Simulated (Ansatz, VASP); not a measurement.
## CdTe in two plane-wave programs

Aim: how closely do two programs agree when they are given the same cell, functional and k mesh? The cell is taken from a series of VASP runs on this material, whose earlier steps may have relaxed, scaled or displaced it; both programs get it as it stands.

Calculated with Ansatz 0.2.0; plane waves, with VASP 6.6.1 beside it; relaxation of cell and atoms at PBE with D3(BJ).

### Step 1. The starting structure

It takes space group F-43m (No. 216, cubic). Conventional cell: a = 6.509 Å, b = 6.509 Å, c = 6.509 Å, α = 90.00°, β = 90.00°, γ = 90.00°. Nearest to Cd lie 4 Te at 2.82 Å. Te has 4 Cd at 2.82 Å nearest. Farther neighbours and most contacts between anions are not listed.

Structure file:

```xyz
2
Lattice="0.0000 3.2547 3.2547 3.2547 0.0000 3.2547 3.2547 3.2547 0.0000" Properties=species:S:1:pos:R:3 pbc="T T T"
Cd    0.0000    0.0000    0.0000
Te    1.6274    1.6274    1.6274
```

### Step 2. VASP: relaxation of cell and atoms, PBE with D3(BJ)

The relaxed volume is the usual yardstick between codes: its relative difference is about their pressure difference at one cell divided by the bulk modulus.

Lines of VASP's logs that name or quote its potential files are left out, and so is its time.

File INCAR:

```
SYSTEM = CdTe
PREC = Accurate
ENCUT = 400
EDIFF = 1E-06
NELM = 100
ISMEAR = 0
SIGMA = 0.05
LREAL = .FALSE.
ALGO = Normal
GGA = PE
IVDW = 12
NBANDS = 15
LORBIT = 11
LWAVE = .FALSE.
LCHARG = .FALSE.
KPAR = 2
IBRION = 2
NSW = 60
ISIF = 3
EDIFFG = -0.01
```

File POSCAR:

```
CdTe
1.0
    0.0000000000      3.2547367159      3.2547367159
    3.2547367159      0.0000000000      3.2547367159
    3.2547367159      3.2547367159      0.0000000000
Cd Te
1 1
Direct
    0.0000000000      0.0000000000      0.0000000000
    0.2500000000      0.2500000000      0.2500000000
```

File KPOINTS:

```
Automatic mesh
0
Gamma
5 5 5
0 0 0
```

The projector-augmented-wave data sets are Cd and Te (PBE family, release 64).

On the command line:

```console
> mpirun -np 2 vasp_std
```

Numbers of over 12 decimals in the logs are rounded to 6 here.

Log:

```text
[banner, memory and clock lines left out]
running    2 mpi-ranks, on    1 nodes
 distrk:  each k-point on    1 cores,    2 groups
 distr:  one band on    1 cores,    1 groups

 POSCAR found type information on POSCAR CdTe
 POSCAR found :  2 types and       2 ions
 LDA part: xc-table for (Slater+PW92), standard interpolation
 POSCAR, INCAR and KPOINTS ok, starting setup
 FFT: planning ... GRIDC
 FFT: planning ... GRID_SOFT
 FFT: planning ... GRID
 WAVECAR not read
 entering main loop
       N       E                     dE             d eps       ncg     rms          rms(c)
DAV:   1     0.822009692446E+02    0.82201E+02   -0.72853E+03   308   0.836E+02
DAV:   2    -0.226442153688E+01   -0.84465E+02   -0.81780E+02   370   0.221E+02
DAV:   3    -0.497627876794E+01   -0.27119E+01   -0.27089E+01   363   0.420E+01
DAV:   4    -0.500487888524E+01   -0.28600E-01   -0.28599E-01   457   0.357E+00
DAV:   5    -0.500493854826E+01   -0.59663E-04   -0.59662E-04   370   0.153E-01    0.548E+00
DAV:   6    -0.478346136425E+01    0.22148E+00   -0.39021E-01   336   0.771E+00    0.450E+00
DAV:   7    -0.476695314475E+01    0.16508E-01   -0.11485E-01   314   0.227E+00    0.172E+00
DAV:   8    -0.476786909417E+01   -0.91595E-03   -0.11045E-02   342   0.126E+00    0.492E-01
DAV:   9    -0.476821396561E+01   -0.34487E-03   -0.10005E-03   335   0.343E-01    0.114E-01
DAV:  10    -0.476827781610E+01   -0.63850E-04   -0.12338E-04   335   0.110E-01    0.556E-02
DAV:  11    -0.476831937796E+01   -0.41562E-04   -0.81243E-05   335   0.602E-02    0.363E-02
DAV:  12    -0.476831831155E+01    0.10664E-05   -0.31943E-06   342   0.155E-02    0.220E-02
DAV:  13    -0.476831804492E+01    0.26663E-06   -0.77376E-07   269   0.444E-03
   1 F= -.54416267E+01 E0= -.54416267E+01  d E =-.544163E+01
 curvature:   0.00 expect dE= 0.000E+00 dE for cont linesearch  0.000E+00
 trial: gam= 0.00000 g(F)=  0.202E-46 g(S)=  0.293E-05 ort = 0.000E+00 (trialstep = 0.100E+01)
 search vector abs. value=  0.293E-05
 reached required accuracy - stopping structural energy minimisation
```

Parts of OUTCAR (step 2):

```text
ion  position               nearest neighbor table
   1  0.000  0.000  0.000-   2 2.82   2 2.82   2 2.82   2 2.82
   2  0.250  0.250  0.250-   1 2.82   1 2.82   1 2.82   1 2.82

  LATTYP: Found a face centered cubic cell.
 ALAT       =     6.5094734318

 Subroutine GETGRP returns: Found 24 space group operations
 (whereof 24 operations were pure point group operations)

The static configuration has the point symmetry T_d .

 Found     10 irreducible k-points:

   k-points           NKPTS =     10   k-points in BZ     NKDIM =     10   number of bands    NBANDS=     15

   dimension x,y,z NGX =    30 NGY =   30 NGZ =   30
   dimension x,y,z NGXF=    60 NGYF=   60 NGZF=   60

   ENCUT  =  400.0 eV  29.40 Ry    5.42 a.u.   7.51  7.51  7.51*2*pi/ulx,y,z

   NELECT =      18.0000    total number of electrons

 k-points in reciprocal lattice and weights: Automatic mesh
   0.00000000  0.00000000  0.00000000       0.008
   0.20000000  0.00000000  0.00000000       0.064
   0.40000000  0.00000000  0.00000000       0.064
   0.20000000  0.20000000  0.00000000       0.048
   0.40000000  0.20000000  0.00000000       0.192
  -0.40000000  0.20000000  0.00000000       0.192
  -0.20000000  0.20000000  0.00000000       0.096
   0.40000000  0.40000000  0.00000000       0.048
  -0.40000000  0.40000000  0.00000000       0.096
  -0.40000000  0.40000000  0.20000000       0.192

 average (electrostatic) potential at core
       1 -39.1521       2 -91.4261

 E-fermi :   2.5151

 k-point     1 :       0.0000    0.0000    0.0000
  band No.  band energies     occupation
    ...
      5      -5.7631      2.00000
      6      -5.7631      2.00000
      7       2.2381      2.00000
      8       2.2381      2.00000
      9       2.2381      2.00000
     10       2.9628      0.00000
     11       6.8413      0.00000
     12       6.8413      0.00000
     13       6.8413      0.00000
     14       9.6801      0.00000
    ...

 k-point     2 :       0.2000    0.0000    0.0000
  band No.  band energies     occupation
    ...
      5      -5.7642      2.00000
      6      -5.7642      2.00000
      7       0.1156      2.00000
      8       1.9385      2.00000
      9       1.9385      2.00000
     10       4.1555      0.00000
     11       7.1527      0.00000
     12       7.2695      0.00000
     13       7.2695      0.00000
     14      10.6366      0.00000
    ...

 k-point     3 :       0.4000    0.0000    0.0000
  band No.  band energies     occupation
    ...
      5      -5.7568      2.00000
      6      -5.5236      2.00000
      7      -1.7985      2.00000
      8       1.5418      2.00000
      9       1.5418      2.00000
     10       4.0806      0.00000
     11       7.4466      0.00000
     12       7.4466      0.00000
     13       9.0605      0.00000
     14      10.3984      0.00000
    ...

 Edisp (eV)   -0.67331

  Total       0.00636     0.00636     0.00636     0.00000     0.00000    -0.00000
  in kB       0.14779     0.14779     0.14779     0.00000     0.00000    -0.00000
  external pressure =        0.15 kB  Pullay stress =        0.00 kB

  energy-cutoff  :      400.00
  volume of cell :       68.96
      direct lattice vectors                 reciprocal lattice vectors
     0.000000000  3.254736716  3.254736716    -0.153622257  0.153622257  0.153622257
     3.254736716  0.000000000  3.254736716     0.153622257 -0.153622257  0.153622257
     3.254736716  3.254736716  0.000000000     0.153622257  0.153622257 -0.153622257

 POSITION                                       TOTAL-FORCE (eV/Angst)
 -----------------------------------------------------------------------------------
      0.00000      0.00000      0.00000        -0.000000      0.000000     -0.000000
      1.62737      1.62737      1.62737         0.000000     -0.000000      0.000000
 -----------------------------------------------------------------------------------
    total drift:                               -0.000001     -0.000001     -0.000001

  FREE ENERGIE OF THE ION-ELECTRON SYSTEM (eV)
  ---------------------------------------------------
  free  energy   TOTEN  =        -5.4416266744 eV

  energy  without entropy=       -5.4416266744  energy(sigma->0) =       -5.44162667

 reached required accuracy - stopping structural energy minimisation

 total charge
# of ion       s       p       d       tot
------------------------------------------
    1        0.466   0.311   9.529  10.306
    2        1.349   2.061   0.020   3.430
--------------------------------------------------
tot          1.815   2.372   9.549  13.735

[... 3 further parts left out ...]
```

The gap is read on the k-mesh alone, so it is an upper bound where the band edges lie off the mesh. The run keeps the 24 symmetry operations of its start, so it cannot find a distortion of lower symmetry.

### Step 3. Ansatz: relaxation of cell and atoms, PBE with D3(BJ)

Ansatz runs on its default PAW (the set named soft_2) files.

The same cell, functional, mesh and smearing now go to Ansatz, which takes its cutoff from its data sets.

File input.yaml:

```yaml
crystal:
  lattice:
    - [0.0, 3.2547367159, 3.2547367159]
    - [3.2547367159, 0.0, 3.2547367159]
    - [3.2547367159, 3.2547367159, 0.0]
  atoms:
    - { symbol: Cd, position: [0.0, 0.0, 0.0] }
    - { symbol: Te, position: [0.25, 0.25, 0.25] }
hamiltonian:
  xc: pbe
  pseudopotentials: { kind: paw }
  dispersion: d3bj
kpoints:
  mp_grid: { grid: [5, 5, 5] }
scf:
  occupations: { method: gaussian, width: 0.05 }
relax:
  f_tol: 0.01
  max_steps: 60
  cell: { stress_tol: 0.05 }
output:
  forces: true
  stress: true
```

On the command line:

```console
> ansatz run input.yaml --threads 4 --pin off --max-ram 9216MiB --backend cpu --events-out ev --progress --plain --runs-dir out
```

Log:

```text
Engine: ansatz 0.2.0, aarch64-unknown-linux-gnu
Pseudopotentials: kind: paw
Pseudopotential: Cd, paw, valence charge 20, recommended cutoff 420 eV (normal), Cd.paw.azcp
Pseudopotential: Te, paw, valence charge 16, recommended cutoff 420 eV (normal), Te.paw.azcp
Functional definition: PBE
  parameter kappa = 0.804
  parameter beta = 0.066725
  exchange = pbe_x(kappa = kappa, mu = beta*pi^2/3)
  correlation = pbe_c(beta = beta)
Crystal: 2 atoms, lattice volume = 68.957 Å³
Basis set: ecut = 420 eV, 1363 PW (Γ), exchange–correlation on 64×64×64 points (8 copies of the dense FFT grid, shifted against one another)
Bands: 22, of which v1, the nominal top of the filled ones, is band 18 counted from 1 (17 counted from 0)
Symmetry: 24 space group operations
Space group: F-43m (ITA 216), of the structure as read, at distance tolerance 4.1e-5 Å
k-points: 10 of 125 (time reversal used)
Non-local potential: Cd, projectors of the file, l = 0: 3, l = 1: 2, l = 2: 2, l = 3: 1
Non-local potential: Te, projectors of the file, l = 0: 2, l = 1: 2, l = 2: 2, l = 3: 2
PAW form: soft (Blöchl's): semilocal exchange-correlation on the pseudo side does not see the compensation charge
PAW one-centre angular grid: Cd, 590 points (default); XC on 64 Gauss nodes
PAW one-centre angular grid: Te, 590 points (default); XC on 64 Gauss nodes
Initial density: superposition of atomic densities (neutral atoms: chi_scale 0, normalization atom), corrected by the library's trained network
Initial wavefunctions: pseudopotential atomic-orbital guess
Functional: x = pbe(κ = 0.804, μ = 0.219515), c = pbe(β = 0.066725)
SCF iter   1: F=—  HF=-15235.974560 eV  |F-HF|=—  |Δ(HF+E_count)|=         —  Δρ=1.16e-3  dr2=2.28e-3  ethr=1.77e-3  ⟨swp⟩=6.3  Hψ=1062  notcnv=0
preconditioner: auto → none  [insulator: Δε(μ)=0.711 eV  Ē_g=11.370 eV  σ=0.050 eV  W_gap=1.00  n_scr=14 (ndim 8)  ℏωp=19.0 eV  f_vac=0.195  D(μ)=0.00/eV (n_scr^D=0)  ε∞_Penn≈3.8]
SCF iter   2: F=—  HF=-15235.974167 eV  |F-HF|=—  |Δ(HF+E_count)|=   3.94e-4  Δρ=4.43e-4  dr2=1.39e-4  ethr=6.34e-6  ⟨swp⟩=2.3  Hψ=406  notcnv=0
SCF iter   3: F=—  HF=-15235.974220 eV  |F-HF|=—  |Δ(HF+E_count)|=   5.33e-5  Δρ=1.63e-4  dr2=1.89e-5  ethr=3.86e-7  ⟨swp⟩=3.0  Hψ=400  notcnv=0
SCF iter   4: F=—  HF=-15235.974261 eV  |F-HF|=—  |Δ(HF+E_count)|=   4.11e-5  Δρ=6.70e-5  dr2=4.57e-6  ethr=5.25e-8  ⟨swp⟩=2.1  Hψ=321  notcnv=0
SCF iter   5: F=—  HF=-15235.974272 eV  |F-HF|=—  |Δ(HF+E_count)|=   1.07e-5  Δρ=1.89e-5  dr2=2.85e-7  ethr=1.27e-8  ⟨swp⟩=2.0  Hψ=310  notcnv=0
SCF iter   6: F=-15235.974273 eV  HF=-15235.974273 eV  |F-HF|=2.62e-8  |Δ(HF+E_count)|=   1.23e-6  Δρ=2.51e-6  dr2=5.38e-9  ethr=2.78e-10  ⟨swp⟩=5.0  Hψ=789  notcnv=0
SCF 1 converged in 6 iterations: F = -15235.974273 eV  dr2 = 5.38e-9
  greatest PAW one-centre occupation: 1.000 electrons in one spin orbital (limit 2), on the Cd atom at site 0 (counted from 0), in its partial waves of l = 0
relax step   1: F+E_penalty+E_count = -15235.97427285 eV  Δ(F+E_penalty+E_count) = +0.000e0 eV  max|allowed force component| = 1.052e-16 eV/Å  Δτ_max = 0.0000 Å  P = +0.191 GPa  Ω = 68.957 Å³  (6 SCF iters, dr2 threshold 1.00e-7 eV, accepted)
[...]
relax step   2: F+E_penalty+E_count = -15235.97432372 eV  Δ(F+E_penalty+E_count) = -5.086e-5 eV  max|allowed force component| = 2.747e-17 eV/Å  Δτ_max = 0.0000 Å  P = -0.082 GPa  Ω = 69.428 Å³  energy of the carried Pulay correction = -1.066e-4 eV  (4 SCF iters, dr2 threshold 9.13e-8 eV, accepted)
[...]
relax step   3: F+E_penalty+E_count = -15235.97439279 eV  Δ(F+E_penalty+E_count) = -6.907e-5 eV  max|allowed force component| = 2.342e-17 eV/Å  Δτ_max = 0.0000 Å  P = -0.001 GPa  Ω = 69.285 Å³  energy of the carried Pulay correction = -7.451e-5 eV  (3 SCF iters, dr2 threshold 1.69e-8 eV, accepted)
[...]
relax step   4: F+E_penalty+E_count = -15235.97446518 eV  Δ(F+E_penalty+E_count) = -7.240e-5 eV  max|allowed force component| = 1.648e-17 eV/Å  Δτ_max = 0.0000 Å  P = -0.001 GPa  Ω = 69.285 Å³  stress off target by 9.42e-4 GPa  SCF on the basis re-selected at this cell (its energy is not comparable with the rows above)  (5 SCF iters)
basis re-selected at this cell: Δ(F+E_penalty+E_count) = -7.240e-5 eV, ΔP = -0.000 GPa vs the last step (what re-selecting the basis moved, of the pressure what is left beyond the Pulay correction that the steps carried, after the strain that the cell walked since its last selection, with what the two solves' SCF thresholds leave and, on support functions, any second-order correction that the steps lacked; it is no m [...]
SCF converged after 5 iterations
Free energy (F): -15235.974465 eV
Harris-Foulkes:  -15235.974465 eV  (|F-HF|=1.09e-11)
Internal energy: -15235.974465 eV  (E = F + TS)
E sigma→0 (E₀):  -15235.974465 eV
Fermi energy:    7.577234 eV
--- Per-component energies (eV) ---
  E_band       = -796.946864
  E_kinetic    = 685.462474
  E_local      = -5458.633539  (includes V_loc(G=0)·N_el)
  E_nonlocal   = -276.727796
  E_hartree    = 2749.676219
  E_xc         = -300.974280
  E_vxc        = -325.702021  (∫ρ·V_xc dr)
  E_paw        = -8745.960267  (= ΣΔE_a)
  E_vpaw       = -920.698256  (= ΣTr[D̂ρ^β])
  E_aug_tail   = -0.000165  (compensation charges beyond the density's cutoff)
  E_ewald      = -3888.147363
  E_disp       = -0.669748  (pairwise vdW)
  E_smearing   = -0.000000  (= −TS)
  E_closure    = 0.000000  (closes the sum)
  Σ components = -15235.974465   (vs F -15235.974465, Δ=0.00e0)
--- Forces (eV/Å), atoms counted from 1 ---
  atom   1  Cd     0.00000000     0.00000000    -0.00000000
  atom   2  Te     0.00000000     0.00000000     0.00000000
  max |Σ_I F_I| component: 4.11e-17 eV/Å
--- Stress (GPa, compression-positive) ---
       -0.000942      -0.000000      -0.000000
       -0.000000      -0.000942       0.000000
       -0.000000       0.000000      -0.000942
  P = ⅓ Tr σ = -0.0009 GPa (-0.009 kbar)
--- Relaxed structure (3 steps of the walk, 3 accepted, 1 SCFs on fresh bases) ---
  F+E_penalty+E_count = -15235.97446518 eV   max|allowed force component| = 1.648e-17 eV/Å   (the final SCF, on the basis selected at the relaxed cell)
  cell:  # Å, volume = 69.2854 Å³
    - [0, 3.259897, 3.259897]
    - [3.259897, 0, 3.259897]
    - [3.259897, 3.259897, 0]
  atoms:
    - { symbol: Cd, position: [0, 0, 0] }
    - { symbol: Te, position: [0.25, 0.25, 0.25] }
```

Run time: 1.5 s. Hardware: 4 threads of Arm Neoverse V2, shared host; peak memory 0.35 GiB.

### Step 4. Differences

Known differences besides the potentials themselves: both relaxations stop at a tolerance, which leaves soft axes loose, and VASP keeps its plane-wave basis; the data sets hold 36 valence electrons in Ansatz (default PAW (the set named soft_2) files) and 18 in VASP; the cutoff is 420 eV in Ansatz and 400 eV in VASP; VASP leaves aspherical gradient terms in its spheres out (LASPH is not set), Ansatz keeps them; Ansatz adds a Pulay correction to the stress that steers its cell, VASP none. Total energies have different zeros and are not compared.

Compared:

| quantity | Ansatz | VASP | difference |
| --- | --- | --- | --- |
| volume (Å³) | 69.29 | 68.96 | +0.48 % |
| edge a after relaxation, in the typed setting (Å) | 4.610 | 4.603 | +0.16 % |

The walks stopped with 0.00 GPa left in Ansatz and 0.01 GPa in VASP; each walk ends within a tolerance, so the volume difference is uncertain by about these residues over the bulk modulus, most in soft cells.

### Step 5. Summary of results

```
difference in volume (relaxation of cell and atoms, PBE with D3(BJ)) : 0.48 %
```

In words: The difference in volume is 0.48 % (relaxation of cell and atoms, PBE with D3(BJ)), within the 1.2 % picked in this series as the mark of a large difference, as far as the stopping tolerances let one tell. How closely two codes agree says nothing of how well the functional describes the real material.

[Lines on the potential files, build, host, timing and source positions are cut from VASP's logs without a mark.]

[Logs are printed without paths, hosts, clocks, repeated set-up lines and the standing remarks that a program may print on its own settings, such as how far it seeks lower states.]

[Hosts, paths, dates, database ids (printed as entryN), source tags and the programs' standing remarks are cut or masked in the printed files.]
